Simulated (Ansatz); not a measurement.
Runs of Ansatz 0.2.0 on Fe. Symmetry: Fmmm, No. 69, orthorhombic system. The conventional cell has a = 2.997 Å, b = 3.883 Å, c = 3.930 Å, α = 90.00°, β = 90.00°, γ = 90.00°. Fe (site symmetry mmm) has 12 Fe at 2.45 to 2.76 Å as nearest neighbours. 

| task | level | spin | cell | cutoff (eV) | smearing | gap on the mesh (eV) | pressure (GPa) | moment (μB) |
| --- | --- | --- | --- | --- | --- | --- | --- | --- |
| band structure | LDA | collinear, ferromagnetic start | as given | 316 | fermi-dirac 0.05 eV | - | -18.8 | 2.14 |
| single point | PBEsol | collinear, ferromagnetic start | the cell as VASP's run set it | 316 | gaussian 0.1 eV | none | (a) | 2.17 |
| single point | PBEsol | collinear, ferromagnetic start | as given | 316 | fermi-dirac 0.05 eV | none | -10.5 | 2.17 |
| single point | PBEsol | off | as given | 316 | fermi-dirac 0.05 eV | none | -29.0 | - |

Alike in all rows: potentials or basis all-electron LAPW, scalar-relativistic; k mesh 13 × 13 × 13; basis error allowed 0.001 eV/atom.

**Question.** Estimate the missing entries.

**Answer.** (a) -10.6.

Caveats: a pressure of tens of GPa on the cell as given is suspect, and the run, the potentials or the cell itself is likely at fault (some runs).

A k mesh can miss the band edges.

A gap of «none» marks a metal or a gap under the smearing width.

Not every run made on this cell is shown here.
